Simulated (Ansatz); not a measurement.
**Germanium, omega (AlB2-type) under RPBE: from relaxation to bulk modulus**

What does RPBE give for germanium in the omega (AlB2-type) structure? We relax it, solve it on a dense k-mesh, then scale the cell to 7 volumes from 88 to 112 % of the relaxed one and try a fit of the equation of state. Spin polarisation is left out. The k-meshes are 8×8×11 for the relaxation; 10×10×15 for the dense run; 8×8×13 for the volumes.

Computed with Ansatz 0.2.0 (DFT RPBE, plane waves (420 eV) with PAW, scalar-relativistic; PAW files made under PBE, frozen cores solved again for the functional, unless a step says otherwise).

### 1 Starting point

It takes space group P6/mmm (No. 191, hexagonal). Conventional cell: a = 4.773 Å, b = 4.773 Å, c = 2.926 Å, α = 90.00°, β = 90.00°, γ = 120.00°. Ge (site symmetry 6/mmm) is surrounded by 14 Ge at 2.93 to 3.12 Å. Around Ge (site symmetry -6m2) lie 11 Ge at 2.76 to 3.12 Å.

Coordinates:

```
CELL_PARAMETERS angstrom
4.77273 0.00000 0.00000
-2.38636 4.13331 0.00000
0.00000 0.00000 2.92568
ATOMIC_POSITIONS crystal
Ge 0.00000 0.00000 0.00000
Ge 0.33333 0.66667 0.50000
Ge 0.66667 0.33333 0.50000
```

### 2 Relaxing cell and atoms

File input.yaml:

```yaml
crystal:
  lattice:
    - [4.7727297598, 0.0, 0.0]
    - [-2.3863648799, 4.1333052174, 0.0]
    - [0.0, 0.0, 2.9256833427]
  atoms:
    - { symbol: Ge, position: [0.0, 0.0, 0.0] }
    - { symbol: Ge, position: [0.3333333333, 0.6666666667, 0.5] }
    - { symbol: Ge, position: [0.6666666667, 0.3333333333, 0.5] }
hamiltonian:
  xc: rpbe
  pseudopotentials:
    kind: paw
    azcp:
      Ge: "pseudopotentials/Ge.paw.azcp"
basis:
  ecutwfc: 420
  fft_grid_basis: typed
kpoints:
  mp_grid: { grid: [8, 8, 11], shift: [0, 0, 0] }
magnetization:
  spin_polarized: false
scf:
  occupations: { method: fermi_dirac, width: 0.1 }
relax:
  max_steps: 60
  f_tol: 0.01
  cell: {}
output:
  write_density: true
  write_potential: true
  elf: true
  volumetric_format: npy
```

Log, shortened:

```text
Warning: RAYON_NUM_THREADS=2 ignored (pool sized by the plan → 2); use --threads N
[...]
Pseudopotentials: kind: paw
Pseudopotential: Ge, paw, valence charge 14, recommended cutoff 420 eV (normal), <dir>
Functional definition: RPBE
[...]
Crystal: 3 atoms, lattice volume = 57.715 Å³
Basis set: ecut = 420 eV, 1119 PW (Γ), exchange–correlation on 64×64×40 points (8 copies of the dense FFT grid, shifted against one another)
Bands: 26, of which v1, the nominal top of the filled ones, is band 21 counted from 1 (20 counted from 0)
Symmetry: 24 space group operations
Space group: P6/mmm (ITA 191), of the structure as read, at distance tolerance 3.9e-5 Å
k-points: 60 of 704
[...]
SCF iter   1: F=—  HF=-12901.045936 eV  |F-HF|=—  |Δ(HF+E_count)|=         —  Δρ=3.10e-3  dr2=3.58e-3  ethr=1.77e-3  ⟨swp⟩=5.4  Hψ=5745  notcnv=0
[...]
relax step   1: F+E_penalty+E_count = -12901.04398711 eV  Δ(F+E_penalty+E_count) = +0.000e0 eV  max|allowed force component| = 1.665e-16 eV/Å  Δτ_max = 0.0000 Å  P = +2.612 GPa  Ω = 57.715 Å³  (6 SCF iters, dr2 threshold 1.00e-7 eV, accepted)
[...]
relax step   6: F+E_penalty+E_count = -12901.11085045 eV  Δ(F+E_penalty+E_count) = -1.064e-5 eV  max|allowed force component| = 6.014e-17 eV/Å  Δτ_max = 0.0000 Å  P = +0.000 GPa  Ω = 59.599 Å³  energy of the carried Pulay correction = -3.351e-4 eV  (4 SCF iters, dr2 threshold 7.65e-9 eV, accepted)
[...]
relax step   7: F+E_penalty+E_count = -12901.11141784 eV  Δ(F+E_penalty+E_count) = -5.674e-4 eV  max|allowed force component| = 6.014e-17 eV/Å  Δτ_max = 0.0000 Å  P = +0.018 GPa  Ω = 59.599 Å³  stress off target by 2.81e-2 GPa  SCF on the basis re-selected at this cell (its energy is not [...]
SCF converged after 7 iterations
Free energy (F): -12901.111418 eV
[...]
E sigma→0 (E₀):  -12901.089451 eV
Entropy (-TS):   -0.043933 eV (-14.644 meV/atom)
Fermi energy:    10.387083 eV
[...]
--- Forces (eV/Å), atoms counted from 1 ---
  atom   1  Ge     0.00000000    -0.00000000     0.00000000
  atom   2  Ge     0.00000000    -0.00000000     0.00000000
  atom   3  Ge     0.00000000     0.00000000    -0.00000000
[...]
--- Stress (GPa, compression-positive) ---
        0.028133       0.000000      -0.000000
        0.000000       0.028133       0.000000
       -0.000000       0.000000      -0.002450
  P = ⅓ Tr σ = 0.0179 GPa (0.179 kbar)
--- Band table (eV; the first three rows and the last of 60) ---
[... band rows left out ...]
[...]
--- Relaxed structure (6 steps of the walk, 6 accepted, 1 SCFs on fresh bases) ---
  F+E_penalty+E_count = -12901.11141784 eV   max|allowed force component| = 6.014e-17 eV/Å   (the final SCF, on the basis selected at the relaxed cell)
  cell:  # Å, volume = 59.5993 Å³
    - [4.946917634313198, -2.0296858661453494e-32, 1.902830499511265e-33]
    - [-2.473458817156599, 4.284156341744448, 1.2457841524744855e-33]
    - [1.1664350961753765e-33, 1.555246794900502e-33, 2.812167241561954]
  atoms:
    - { symbol: Ge, position: [5.818615349800416e-34, 1.7732136907367019e-34, 6.588873714519077e-83] }
    - { symbol: Ge, position: [0.3333333333333333, 0.6666666666666666, 0.5] }
    - { symbol: Ge, position: [0.6666666666666666, 0.3333333333333333, 0.5] }
```

Run time: 18 s. Hardware: 2 threads of an Arm CPU, shared host; peak memory 0.38 GiB.

The steps of the relaxation:

| step | energy change (meV/atom) | largest force (eV/Å) | pressure (GPa) | volume (Å³/atom) |
| --- | --- | --- | --- | --- |
| 1 | 0.00 | 0.0000 | 2.61 | 19.238 |
| 2 | -16.42 | 0.0000 | -0.75 | 20.213 |
| 3 | -21.23 | 0.0000 | -0.93 | 20.192 |
| 4 | -22.21 | 0.0000 | -0.19 | 19.926 |
| 5 | -22.28 | 0.0000 | 0.02 | 19.861 |
| 6 | -22.29 | 0.0000 | 0.00 | 19.866 |
| 7 | -22.48 | 0.0000 | 0.02 | 19.866 |

Steps that repeat a cell are solved on a basis chosen anew, so their changes of energy are no gain of the relaxation.

Changes in the cell that was computed:

|  | before | after | change |
| --- | --- | --- | --- |
| a (Å) | 4.773 | 4.947 | +3.6 % |
| b (Å) | 4.773 | 4.947 | +3.6 % |
| c (Å) | 2.926 | 2.812 | -3.9 % |
| volume (Å³/atom) | 19.238 | 19.866 | +3.3 % |
| shortest distance (Å) | 2.756 | 2.812 | +2.1 % |
| space group (spins left aside) | P6/mmm | P6/mmm | same |

### 3 Dense single point

File input.yaml:

```yaml
crystal:
  lattice:
    - [4.9469176343, 0.0, 0.0]
    - [-2.4734588172, 4.2841563417, 0.0]
    - [0.0, 0.0, 2.8121672416]
  atoms:
    - { symbol: Ge, position: [0.0, 0.0, 1.0] }
    - { symbol: Ge, position: [0.3333333333, 0.6666666667, 0.5] }
    - { symbol: Ge, position: [0.6666666667, 0.3333333333, 0.5] }
hamiltonian:
  xc: rpbe
  pseudopotentials:
    kind: paw
    azcp:
      Ge: "pseudopotentials/Ge.paw.azcp"
basis:
  ecutwfc: 420
  fft_grid_basis: typed
kpoints:
  mp_grid: { grid: [10, 10, 15], shift: [0, 0, 0] }
magnetization:
  spin_polarized: false
scf:
  occupations: { method: fermi_dirac, width: 0.1 }
```

Log, shortened:

```text
Warning: RAYON_NUM_THREADS=2 ignored (pool sized by the plan → 2); use --threads N
[...]
[... 3 set-up lines as earlier in the session ...]
[...]
Crystal: 3 atoms, lattice volume = 59.599 Å³
Basis set: ecut = 420 eV, 1155 PW (Γ)
Bands: 25, of which v1, the nominal top of the filled ones, is band 21 counted from 1 (20 counted from 0)
[... 2 set-up lines as earlier in the session ...]
k-points: 112 of 1500
[...]
SCF iter   1: F=—  HF=-12901.095239 eV  |F-HF|=—  |Δ(HF+E_count)|=         —  Δρ=3.00e-3  dr2=3.23e-3  ethr=1.77e-3  ⟨swp⟩=5.6  Hψ=23022  notcnv=0  defer=50
[...]
SCF iter   7: F=-12901.093427 eV  HF=-12901.093427 eV  |F-HF|=5.59e-9  |Δ(HF+E_count)|=   5.95e-8  Δρ=3.63e-6  dr2=6.83e-9  ethr=8.67e-11  ⟨swp⟩=2.0  Hψ=6080  notcnv=0
[...]
SCF converged after 7 iterations
Free energy (F): -12901.093427 eV
[...]
E sigma→0 (E₀):  -12901.068374 eV
Entropy (-TS):   -0.050107 eV (-16.702 meV/atom)
Fermi energy:    10.446562 eV
[...]
```

Run time: 6 s. Hardware: 2 threads of an Arm CPU, shared host; peak memory 0.4 GiB.

### 4 Volume × 0.88

File input.yaml:

```yaml
crystal:
  lattice:
    - [4.7405518769, 0.0, 0.0]
    - [-2.3702759384, 4.1054383533, 0.0]
    - [0.0, 0.0, 2.6948547925]
  atoms:
    - { symbol: Ge, position: [0.0, 0.0, 1.0] }
    - { symbol: Ge, position: [0.3333333333, 0.6666666667, 0.5] }
    - { symbol: Ge, position: [0.6666666667, 0.3333333333, 0.5] }
hamiltonian:
  xc: rpbe
  pseudopotentials:
    kind: paw
    azcp:
      Ge: "pseudopotentials/Ge.paw.azcp"
basis:
  ecutwfc: 420
  fft_grid_basis: typed
kpoints:
  mp_grid: { grid: [8, 8, 13], shift: [0, 0, 0] }
magnetization:
  spin_polarized: false
scf:
  occupations: { method: fermi_dirac, width: 0.1 }
  lower_state_search: "off"
output:
  stress: true
  write_density: true
  write_potential: true
  elf: true
  volumetric_format: npy
```

Log:

```text
Warning: RAYON_NUM_THREADS=2 ignored (pool sized by the plan → 2); use --threads N
Engine: ansatz 0.2.0, aarch64-unknown-linux-gnu
[... 3 set-up lines as earlier in the session ...]
  parameter kappa = 0.804
  parameter beta = 0.06672455060314922
  exchange = rpbe_x(kappa = kappa, mu = beta*pi^2/3)
  correlation = pbe_c(beta = beta)
Crystal: 3 atoms, lattice volume = 52.447 Å³
Basis set: ecut = 420 eV, 1023 PW (Γ)
Bands: 26, of which v1, the nominal top of the filled ones, is band 21 counted from 1 (20 counted from 0)
[... 1 set-up line as earlier in the session ...]
Space group: P6/mmm (ITA 191), of the structure as read, at distance tolerance 3.7e-5 Å
k-points: 70 of 832
Non-local potential: Ge, projectors of the file, l = 0: 2, l = 1: 2, l = 2: 3, l = 3: 1
PAW form: soft (Blöchl's): semilocal exchange-correlation on the pseudo side does not see the compensation charge
PAW frozen core: Ge, regenerated for the run's functional, and the local potential with it (the file was generated under x = pbe(κ = 0.804, μ = 0.2195149727645171), c = pbe(β = 0.06672455060314922))
PAW one-centre angular grid: Ge, 590 points (default); XC on 64 Gauss nodes
Initial density: superposition of atomic densities (neutral atoms: chi_scale 0, normalization atom), corrected by the library's trained network
Initial wavefunctions: pseudopotential atomic-orbital guess
Functional: x = rpbe, c = pbe(β = 0.06672455060314922)
SCF iter   1: F=—  HF=-12900.903461 eV  |F-HF|=—  |Δ(HF+E_count)|=         —  Δρ=3.52e-3  dr2=2.85e-3  ethr=1.77e-3  ⟨swp⟩=5.4  Hψ=6832  notcnv=0
preconditioner: auto → none  [metal: Δε(μ)=0.035 eV  Ē_g=22.975 eV  σ=0.100 eV  W_gap=0.09  n_scr=8 (ndim 8)  ℏωp=33.2 eV  f_vac=0.000  D(μ)=1.26/eV (n_scr^D=6)  sad-step TF]
SCF iter   2: F=—  HF=-12900.902595 eV  |F-HF|=—  |Δ(HF+E_count)|=   8.66e-4  Δρ=1.68e-3  dr2=1.37e-3  ethr=6.79e-6  ⟨swp⟩=2.0  Hψ=3693  notcnv=0
SCF iter   3: F=—  HF=-12900.902383 eV  |F-HF|=—  |Δ(HF+E_count)|=   2.13e-4  Δρ=7.90e-4  dr2=1.51e-4  ethr=3.27e-6  ⟨swp⟩=2.2  Hψ=2871  notcnv=0
SCF iter   4: F=—  HF=-12900.902400 eV  |F-HF|=—  |Δ(HF+E_count)|=   1.70e-5  Δρ=1.31e-4  dr2=3.26e-6  ethr=3.59e-7  ⟨swp⟩=2.7  Hψ=2944  notcnv=0
SCF iter   5: F=—  HF=-12900.902398 eV  |F-HF|=—  |Δ(HF+E_count)|=   1.62e-6  Δρ=2.96e-5  dr2=1.90e-7  ethr=7.77e-9  ⟨swp⟩=2.0  Hψ=3274  notcnv=0
SCF iter   6: F=-12900.902398 eV  HF=-12900.902398 eV  |F-HF|=2.93e-8  |Δ(HF+E_count)|=   4.59e-8  Δρ=5.52e-6  dr2=6.53e-9  ethr=2.38e-10  ⟨swp⟩=8.2  Hψ=11593  notcnv=0
SCF 1 converged in 6 iterations: F = -12900.902398 eV  dr2 = 6.53e-9
SCF converged after 6 iterations
Free energy (F): -12900.902398 eV
Harris-Foulkes:  -12900.902398 eV  (|F-HF|=2.93e-8)
Internal energy: -12900.861527 eV  (E = F + TS)
E sigma→0 (E₀):  -12900.881963 eV
Entropy (-TS):   -0.040871 eV (-13.624 meV/atom)
Fermi energy:    12.336352 eV
--- Per-component energies (eV) ---
  E_band       = -288.404196
  E_kinetic    = 333.583456
  E_local      = -6208.656595  (includes V_loc(G=0)·N_el)
  E_nonlocal   = 1245.818879
  E_hartree    = 2726.234677
  E_xc         = -228.510518
  E_vxc        = -195.310287  (∫ρ·V_xc dr)
  E_paw        = -6066.332848  (= ΣΔE_a)
  E_vpaw       = -916.314350  (= ΣTr[D̂ρ^β])
  E_aug_tail   = 0.001125  (compensation charges beyond the density's cutoff)
  E_ewald      = -4702.453985
  E_core_change = -0.545719  (= ΣΔE_core)
  E_smearing   = -0.040871  (= −TS)
  E_closure    = -0.000000  (closes the sum)
  Σ components = -12900.902398   (vs F -12900.902398, Δ=0.00e0)
--- Stress (GPa, compression-positive) ---
        9.599088      -0.000000       0.000000
        0.000000       9.599088       0.000000
        0.000000       0.000000      11.417744
  P = ⅓ Tr σ = 10.2053 GPa (102.053 kbar)
--- Band table (eV; the first three rows and the last of 70) ---
  k-point 0: bands = ["-12.5946", "-12.5007", "-12.5007", "-12.4378", "-12.4378", "-12.4114", "-12.3412", "-12.3024", "-12.3024", "-12.2492", "-12.2492", "-12.2340", "-12.2340", "-12.1929", "-12.1929", "-1.4395", "5.5937", "5.8542", "8.7233", "8.7233", "8.8067", "8.8067", "18.0843", "21.7424", "21.7424", "21.8231"]
  k-point 1: bands = ["-12.5820", "-12.5008", "-12.5008", "-12.4435", "-12.4435", "-12.3996", "-12.3282", "-12.3020", "-12.3020", "-12.2477", "-12.2477", "-12.2384", "-12.2384", "-12.1971", "-12.1971", "-1.3172", "5.7009", "5.9702", "8.8400", "8.8400", "8.9338", "8.9338", "16.4117", "21.6979", "21.6979", "22.4099"]
  k-point 2: bands = ["-12.5470", "-12.5011", "-12.5011", "-12.4588", "-12.4588", "-12.3670", "-12.3008", "-12.3008", "-12.2922", "-12.2503", "-12.2503", "-12.2442", "-12.2442", "-12.2085", "-12.2085", "-0.9498", "6.0180", "6.3193", "9.1854", "9.1854", "9.3136", "9.3136", "13.8578", "20.1498", "20.3538", "21.3389"]
  k-point 69: bands = ["-12.5224", "-12.5217", "-12.4928", "-12.4906", "-12.3960", "-12.3427", "-12.3153", "-12.2986", "-12.2910", "-12.2879", "-12.2724", "-12.2593", "-12.1859", "-12.1449", "-12.1385", "5.2570", "5.4785", "6.2217", "7.5820", "7.8976", "8.7629", "13.3046", "14.7408", "15.6852", "15.8991", "17.0382"]
```

Wall time 3.8 s (2 threads of an Arm CPU, shared host); peak memory 0.35 GiB.

Density in a lattice plane of the grid's cell (edges 4.74 and 4.74 Å, at 0.500 of the third edge), which holds Ge.

Values in e/Å³, 12 rows by 12 columns:
```
 0.26  0.20  0.16  0.18  0.24  0.39  0.38  0.27  0.16  0.16  0.20  0.26
 0.18  0.16  0.18  0.34  0.72  1.30  0.77  0.34  0.17  0.16  0.18  0.20
 0.15  0.18  0.34  1.30 10.27 10.38  1.29  0.34  0.16  0.15  0.16  0.16
 0.16  0.24  0.72 10.27 56.47 10.27  0.72  0.25  0.14  0.16  0.17  0.16
 0.26  0.39  1.30 10.38 10.27  1.32  0.39  0.26  0.25  0.34  0.34  0.27
 0.29  0.38  0.77  1.29  0.72  0.39  0.29  0.39  0.72  1.29  0.77  0.38
 0.26  0.27  0.34  0.34  0.25  0.26  0.39  1.32 10.27 10.38  1.30  0.39
 0.16  0.16  0.17  0.16  0.14  0.25  0.72 10.27 56.47 10.27  0.72  0.24
 0.15  0.16  0.16  0.15  0.16  0.34  1.29 10.38 10.27  1.30  0.34  0.18
 0.18  0.20  0.18  0.16  0.17  0.34  0.77  1.30  0.72  0.34  0.18  0.16
 0.26  0.26  0.20  0.16  0.16  0.27  0.38  0.39  0.24  0.18  0.16  0.20
 0.33  0.26  0.18  0.15  0.16  0.26  0.29  0.26  0.16  0.15  0.18  0.26
```
Columns run along the first of these edges and rows up along the second, over one cell in 12 and 12 even steps from the bottom left corner. Atoms in the plane (fractional): Ge at (0.33, 0.67), Ge at (0.67, 0.33).

ELF in the same plane.

Values, 12 rows by 12 columns:
```
0.43 0.33 0.24 0.31 0.44 0.45 0.45 0.44 0.31 0.24 0.33 0.43
0.30 0.24 0.32 0.40 0.39 0.32 0.39 0.40 0.32 0.24 0.30 0.33
0.23 0.31 0.40 0.32 0.05 0.05 0.32 0.40 0.31 0.23 0.24 0.24
0.33 0.44 0.39 0.05 0.05 0.05 0.38 0.44 0.32 0.31 0.32 0.31
0.48 0.45 0.32 0.05 0.05 0.32 0.45 0.48 0.44 0.40 0.40 0.44
0.54 0.45 0.39 0.32 0.38 0.45 0.54 0.45 0.38 0.32 0.39 0.45
0.48 0.44 0.40 0.40 0.44 0.48 0.45 0.32 0.05 0.05 0.32 0.45
0.33 0.31 0.32 0.31 0.32 0.44 0.38 0.05 0.05 0.05 0.39 0.44
0.23 0.24 0.24 0.23 0.31 0.40 0.32 0.05 0.05 0.32 0.40 0.31
0.30 0.33 0.30 0.24 0.32 0.40 0.39 0.32 0.39 0.40 0.32 0.24
0.43 0.43 0.33 0.24 0.31 0.44 0.45 0.45 0.44 0.31 0.24 0.33
0.48 0.43 0.30 0.23 0.33 0.48 0.54 0.48 0.33 0.23 0.30 0.43
```
Columns run along the first of these edges and rows up along the second, over one cell in 12 and 12 even steps from the bottom left corner. Atoms in the plane (fractional): Ge at (0.33, 0.67), Ge at (0.67, 0.33).

Both are smooth fields of the valence electrons: close to the nuclei they are not physical.

Maxima of ELF outside the ion cores: 0.57 on the Ge–Ge line, 1.3 Å from Ge.

### 5 Volume × 0.92

Edit input.yaml of step 4 so:

```diff
@@ -2,5 +2,5 @@
   lattice:
-    - [4.7405518769, 0.0, 0.0]
-    - [-2.3702759384, 4.1054383533, 0.0]
-    - [0.0, 0.0, 2.6948547925]
+    - [4.8113168154, 0.0, 0.0]
+    - [-2.4056584077, 4.1667225878, 0.0]
+    - [0.0, 0.0, 2.7350824366]
   atoms:
@@ -27,5 +27 @@
   stress: true
-  write_density: true
-  write_potential: true
-  elf: true
-  volumetric_format: npy
```

Log, shortened:

```text
Warning: RAYON_NUM_THREADS=2 ignored (pool sized by the plan → 2); use --threads N
[...]
[... 3 set-up lines as earlier in the session ...]
[...]
Crystal: 3 atoms, lattice volume = 54.831 Å³
Basis set: ecut = 420 eV, 1065 PW (Γ)
Bands: 25, of which v1, the nominal top of the filled ones, is band 21 counted from 1 (20 counted from 0)
[... 1 set-up line as earlier in the session ...]
Space group: P6/mmm (ITA 191), of the structure as read, at distance tolerance 3.8e-5 Å
k-points: 70 of 832
[...]
SCF iter   1: F=—  HF=-12901.023881 eV  |F-HF|=—  |Δ(HF+E_count)|=         —  Δρ=3.25e-3  dr2=3.18e-3  ethr=1.77e-3  ⟨swp⟩=5.4  Hψ=6436  notcnv=0
[...]
SCF iter   6: F=-12901.022176 eV  HF=-12901.022176 eV  |F-HF|=7.04e-10  |Δ(HF+E_count)|=   3.62e-8  Δρ=3.93e-6  dr2=2.93e-9  ethr=2.38e-10  ⟨swp⟩=4.0  Hψ=6159  notcnv=0
[...]
SCF converged after 6 iterations
Free energy (F): -12901.022176 eV
[...]
E sigma→0 (E₀):  -12901.001204 eV
Entropy (-TS):   -0.041943 eV (-13.981 meV/atom)
Fermi energy:    11.624181 eV
[...]
--- Stress (GPa, compression-positive) ---
        5.550581       0.000000      -0.000000
        0.000000       5.550581      -0.000000
       -0.000000      -0.000000       7.049060
  P = ⅓ Tr σ = 6.0501 GPa (60.501 kbar)
```

It took 2.7 s on 2 threads of an Arm CPU, shared host; peak memory 0.35 GiB.

(Part 1 of 2 ends here.)
